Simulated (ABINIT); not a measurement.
# ZnO (zincite) (P6_3mc) in ABINIT: notebook, part 2 of 2

ABINIT 10.8.3 (patched build). Earlier steps stand in the parts before.

### Step 4. Single point, LDA

run.abi reads:

```
# Pseudopotentials
pp_dirpath "./"
pseudos "Zn.LDA_PW-JTH.xml, O.LDA_PW-JTH.xml"

# Structure
acell 3*1.0
rprim
     6.1403022146     0.0000000000     0.0000000000
    -3.0701511073     5.3176577047     0.0000000000
     0.0000000000     0.0000000000     9.8373642945
ntypat 2
znucl 30 8
natom 4
typat 1 1 2 2
xcart
     1.6246540002     0.9379944241     0.0000000000
    -0.0000000002     1.8759888486     2.6028545000
    -0.0000000002     1.8759888486     4.5758702681
     1.6246540002     0.9379944241     1.9730157681 Angstrom

# Plane-wave basis
ecut 23.0
pawecutdg 45.0

# k points
kptopt 1
ngkpt 4 4 2
nshiftk 1
shiftk 0.0 0.0 0.0

# Exchange and correlation
ixc 7

# Bands and occupations
nband 22
occopt 3
tsmear 0.00183747

# SCF cycle
nstep 100
tolvrs 1.0e-9

# Output
iomode 3
prtwf 0
prtden 0
prteig 0
prtebands 0
enunit 2
prtvol 2
```

Potentials or basis: JTH PAW LDA v2.0.

Run with:

```
$ abinit run.abi > log 2>&1
```

run.abo:

```text
.Version 10.8.3 of ABINIT
 Symmetries : space group P6_3 m c (#186); Bravais hP (primitive hexag.)
================================================================================
 Values of the parameters that define the memory need of the present run
     intxc =       0    ionmov =       0      iscf =      17    lmnmax =      18
     lnmax =       6     mgfft =      45  mpssoang =       3    mqgrid =    3001
     natom =       4  nloc_mem =       2    nspden =       1   nspinor =       1
    nsppol =       1      nsym =      12    n1xccc =       1    ntypat =       2
    occopt =       3   xclevel =       1
       mpw =        1697          nfft =       40500          nkpt =           8
 PAW method is used; the additional fine FFT grid is defined by:
   mgfftf=        60    nfftf =     96000
================================================================================
================================================================================

--------------------------------------------------------------------------------
------------- Echo of variables that govern the present computation ------------
--------------------------------------------------------------------------------
 -outvars: echo values of preprocessed input variables --------
            acell      1.0000000000E+00  1.0000000000E+00  1.0000000000E+00 Bohr
              amu      6.53900000E+01  1.59994000E+01
             ecut      2.30000000E+01 Hartree
           enunit           2
              ixc           7
         kptrlatt        4    0    0      0    4    0      0    0    2
          kptrlen      1.96747286E+01
            natom           4
            nband          22
            ngfft          30      30      45
          ngfftdg          40      40      60
             nkpt           8
            nstep         100
             nsym          12
           ntypat           2
           occopt           3
        pawecutdg      4.50000000E+01 Hartree
           prtden           0
        prtebands           0
           prteig           0
           prtvol           2
            prtwf           0
            rprim      6.1403022146E+00  0.0000000000E+00  0.0000000000E+00
                      -3.0701511073E+00  5.3176577047E+00  0.0000000000E+00
                       0.0000000000E+00  0.0000000000E+00  9.8373642945E+00
          spgroup         186
           tolvrs      1.00000000E-09
           tsmear      1.83747000E-03 Hartree
            typat      1  1  2  2
           useylm           1
           xangst      1.6246539995E+00  9.3799442455E-01  1.7656724680E-09
                       5.4520691710E-10  1.8759888482E+00  2.6028545000E+00
                       5.4520691710E-10  1.8759888482E+00  4.5758702681E+00
                       1.6246539995E+00  9.3799442455E-01  1.9730157699E+00
            xcart      3.0701511083E+00  1.7725525700E+00  3.3366373926E-09
                       1.0302917553E-09  3.5451051383E+00  4.9186821506E+00
                       1.0302917553E-09  3.5451051383E+00  8.6471415944E+00
                       3.0701511083E+00  1.7725525700E+00  3.7284594471E+00
             xred      6.6666666700E-01  3.3333333367E-01  3.3918001741E-10
                       3.3333333367E-01  6.6666666700E-01  5.0000000034E-01
                       3.3333333367E-01  6.6666666700E-01  8.7901000060E-01
                       6.6666666700E-01  3.3333333367E-01  3.7901000060E-01
[... 285 lines left out ...]
 Fermi (or HOMO) energy (eV) =   6.21272   Average Vxc (eV)= -10.67182
 Eigenvalues (   eV  ) for nkpt=   8  k points:
 kpt#   1, nband= 22, wtk=  0.03125, kpt=  0.0000  0.0000  0.0000 (reduced coord)
 -11.97783  -11.20109    0.05818    0.05818    0.09523    0.14069    0.25325    0.25325
   1.21316    1.21316    1.43121    1.43121    1.71111    5.01548    5.01548    5.76358
   5.83626    5.83626    6.54887   10.88459   13.95349   18.45233
 kpt#   2, nband= 22, wtk=  0.18750, kpt=  0.2500  0.0000  0.0000 (reduced coord)
 -11.65824  -11.07686   -0.19911    0.14462    0.20853    0.32554    0.51145    0.62535
   1.10006    1.23566    1.45422    1.60185    1.75678    3.28854    4.09287    4.30394
   5.32842    5.44274    9.01679   12.70073   13.85035   15.25545
 kpt#   3, nband= 22, wtk=  0.09375, kpt=  0.5000  0.0000  0.0000 (reduced coord)
 -11.25233  -11.01391   -0.17410    0.02945    0.30521    0.68613    0.69533    0.85256
   1.24826    1.38998    1.48062    1.55951    2.05156    2.24355    2.95923    3.52927
   4.52875    5.00082   11.48195   12.53386   13.28917   14.13643
 kpt#   4, nband= 22, wtk=  0.18750, kpt=  0.2500  0.2500  0.0000 (reduced coord)
 -11.26414  -11.00757    0.01339    0.10810    0.41075    0.47526    0.84578    0.95819
   1.09319    1.22775    1.49480    1.74331    1.85048    2.57371    2.94267    3.11035
   4.51893    4.58449   11.59926   13.35722   14.14083   14.20763
 kpt#   5, nband= 22, wtk=  0.03125, kpt=  0.0000  0.0000  0.5000 (reduced coord)
 -11.60138  -11.60138   -0.16479   -0.16479    0.12875    0.12875    0.12875    0.12875
   1.34590    1.34590    1.34590    1.34590    3.56559    3.56559    5.43046    5.43046
   5.43046    5.43046    9.20611    9.20611   15.73739   15.73739
 kpt#   6, nband= 22, wtk=  0.18750, kpt=  0.2500  0.0000  0.5000 (reduced coord)
 -11.36861  -11.36861   -0.30494   -0.30494    0.30655    0.30655    0.33369    0.33369
   1.34952    1.34952    1.35949    1.35949    3.22195    3.22195    4.51078    4.51078
   4.88832    4.88832   10.51282   10.51282   15.08231   15.08231
 kpt#   7, nband= 22, wtk=  0.09375, kpt=  0.5000  0.0000  0.5000 (reduced coord)
 -11.12292  -11.12292   -0.36251   -0.36251    0.53934    0.53934    0.59597    0.59597
   1.41528    1.41528    1.51134    1.51134    2.00417    2.00417    4.31024    4.31024
   4.46556    4.46556   11.39917   11.39917   14.10607   14.10607
 kpt#   8, nband= 22, wtk=  0.18750, kpt=  0.2500  0.2500  0.5000 (reduced coord)
 -11.12611  -11.12611   -0.16556   -0.16556    0.34828    0.34828    0.61153    0.61153
   1.33766    1.33766    1.56456    1.56456    2.36523    2.36523    3.59809    3.59809
   4.56250    4.56250   12.17436   12.17436   14.43176   14.43176
 Total charge density [el/Bohr^3]
)     Maximum=    1.9452E+00  at reduced coord.    0.6750    0.3500    0.0000
)Next maximum=    1.9452E+00  at reduced coord.    0.3500    0.6750    0.5000
)     Minimum=    3.4777E-03  at reduced coord.    0.0000    0.0000    0.2000
)Next minimum=    3.4777E-03  at reduced coord.    0.0000    0.0000    0.7000
   Integrated=    3.6000E+01

--- !EnergyTerms
iteration_state     : {dtset: 1, }
comment             : Components of total free energy in Hartree
kinetic             :  2.83579582251837E+01
hartree             :  4.02829155460542E+01
xc                  : -9.24047000629177E+00
Ewald energy        : -1.08873348762675E+02
psp_core            :  2.66397992596418E+00
local_psp           : -1.48835391908144E+02
PAW spherical_terms :  3.42464885673607E+01
internal            : -1.61397868412548E+02
'-kT*entropy'       : -2.26510780331822E-06
total_energy        : -1.61397870677656E+02
total_energy_eV     : -4.39185979828858E+03
...

--- !EnergyTermsDC
iteration_state     : {dtset: 1, }
comment             : '"Double-counting" decomposition of free energy'
band_energy         :  5.41077539204769E-01
Ewald energy        : -1.08873348762675E+02
psp_core            :  2.66397992596418E+00
xc_dc               : -3.77237100153601E+01
PAW spherical_terms : -1.80058659441037E+01
internal            : -1.61397867256970E+02
'-kT*entropy'       : -2.26510780331822E-06
total_energy_dc     : -1.61397869522077E+02
total_energy_dc_eV  : -4.39185976684369E+03
...

--- !EnergyTermsWithPAWCore
iteration_state     : {dtset: 1, }
comment             : 'Components of total free energy, including PAW core contributions'
Total energy        : -3.73646906896929E+03
Total energy DC     : -3.73646906781371E+03
Total energy (eV)   : -1.01674503031884E+05
Total energy DC (eV): -1.01674503000439E+05
...

 Cartesian components of stress tensor (hartree/bohr^3)
  sigma(1 1)=  2.78962947E-04  sigma(3 2)=  0.00000000E+00
  sigma(2 2)=  2.78962947E-04  sigma(3 1)=  0.00000000E+00
  sigma(3 3)=  2.32379601E-04  sigma(2 1)=  0.00000000E+00

-Cartesian components of stress tensor (GPa)         [Pressure= -7.7505E+00 GPa]
- sigma(1 1)=  8.20737326E+00  sigma(3 2)=  0.00000000E+00
- sigma(2 2)=  8.20737326E+00  sigma(3 1)=  0.00000000E+00
- sigma(3 3)=  6.83684391E+00  sigma(2 1)=  0.00000000E+00

== END DATASET(S) ==============================================================
================================================================================

 -outvars: echo values of variables after computation  --------
            acell      1.0000000000E+00  1.0000000000E+00  1.0000000000E+00 Bohr
           etotal     -1.6139786952E+02
            fcart      1.7540799323E-28 -5.0635926054E-29 -9.4682450173E-04
                      -1.7540799323E-28 -2.5317963027E-28 -9.4682450173E-04
                       0.0000000000E+00  2.5317963027E-28  9.4682450173E-04
                       0.0000000000E+00  5.0635926054E-29  9.4682450173E-04
            rprim      6.1403022146E+00  0.0000000000E+00  0.0000000000E+00
                      -3.0701511073E+00  5.3176577047E+00  0.0000000000E+00
                       0.0000000000E+00  0.0000000000E+00  9.8373642945E+00
           strten      2.7896294689E-04  2.7896294708E-04  2.3237960125E-04
                       0.0000000000E+00  0.0000000000E+00  0.0000000000E+00
           xangst      1.6246539995E+00  9.3799442455E-01  1.7656724680E-09
                       5.4520691710E-10  1.8759888482E+00  2.6028545000E+00
                       5.4520691710E-10  1.8759888482E+00  4.5758702681E+00
                       1.6246539995E+00  9.3799442455E-01  1.9730157699E+00
             xred      6.6666666700E-01  3.3333333367E-01  3.3918001741E-10
                       3.3333333367E-01  6.6666666700E-01  5.0000000034E-01
                       3.3333333367E-01  6.6666666700E-01  8.7901000060E-01
                       6.6666666700E-01  3.3333333367E-01  3.7901000060E-01
 Calculation completed.
```

Run time: 21 s. Hardware: 1 thread of Arm Neoverse V2, shared host; peak memory 0.11 GiB.

What came out:

| Quantity | Value |
| --- | --- |
| Free energy | -4391.8598 eV |
| Pressure | -7.8 GPa |
| Largest force | 0.049 eV/Å |
| Band gap on the k mesh | 0.71 eV, direct |
| Valence electrons inside the program's atomic spheres | Zn 10.91; O 4.51 |

Forces in eV/Å, atoms in the order of the input:
```
Zn   0.000  0.000 -0.049
Zn   0.000  0.000 -0.049
O    0.000  0.000  0.049
O    0.000  0.000  0.049
```

Levels at points of the mesh, in eV from the valence-band top:
| k point | band 14 | band 15 | band 16 | band 17 | band 18 | band 19 | band 20 | band 21 | band 22 |
| --- | --- | --- | --- | --- | --- | --- | --- | --- | --- |
| (0.00, 0.00, 0.00) | -0.82 | -0.82 | -0.07 | 0.00 | 0.00 | 0.71 | 5.05 | 8.12 | 12.62 |
| (0.50, 0.00, 0.00) | -3.59 | -2.88 | -2.31 | -1.31 | -0.84 | 5.65 | 6.70 | 7.45 | 8.30 |
| (0.00, 0.00, 0.50) | -2.27 | -0.41 | -0.41 | -0.41 | -0.41 | 3.37 | 3.37 | 9.90 | 9.90 |
| (0.50, 0.00, 0.50) | -3.83 | -1.53 | -1.53 | -1.37 | -1.37 | 5.56 | 5.56 | 8.27 | 8.27 |

Caveat: the k mesh is coarse (spacing up to 0.60 Å⁻¹), so the values aren't converged.

### Step 5. Overview

| level | potentials or basis | k mesh | mesh quality | gap on the mesh (eV) | pressure (GPa) | largest force (eV/Å) |
| --- | --- | --- | --- | --- | --- | --- |
| PBEsol | JTH PAW PBE v2.0 | 7 × 7 × 4 | not flagged | 0.68 | -1.8 | 0.06 |
| PBE | JTH PAW PBE v2.0 | 5 × 5 × 3 | coarse | 0.79 | 4.3 | 0.07 |
| LDA | JTH PAW LDA v2.0 | 4 × 4 × 2 | coarse | 0.71 | -7.8 | 0.05 |

Alike in all rows: task single point; no spin polarisation; cell as given; cutoff (eV) 626; smearing fermi-dirac 0.05 eV.

Caveats: some runs use coarse meshes; the PAW data sets were made with another functional, which shifts forces and pressure a little (some runs).

Absolute energies hang on the potentials; compare differences alone.

### Step 6. Comparison with measurements

Step 2. A measured gap of ZnO is 3.37 eV (quoted in “Electronic structure of alkaline earth and post-transition metal oxides”, 2009, arxiv:0908.1581); the calculated 0.68 eV misses it by -2.69 eV. So large a miss can be the level of theory's own, or it may mean another phase, state or a wrong row. The value is that of PBEsol, without temperature or zero-point motion. Semilocal functionals fall short of measured gaps as a rule.
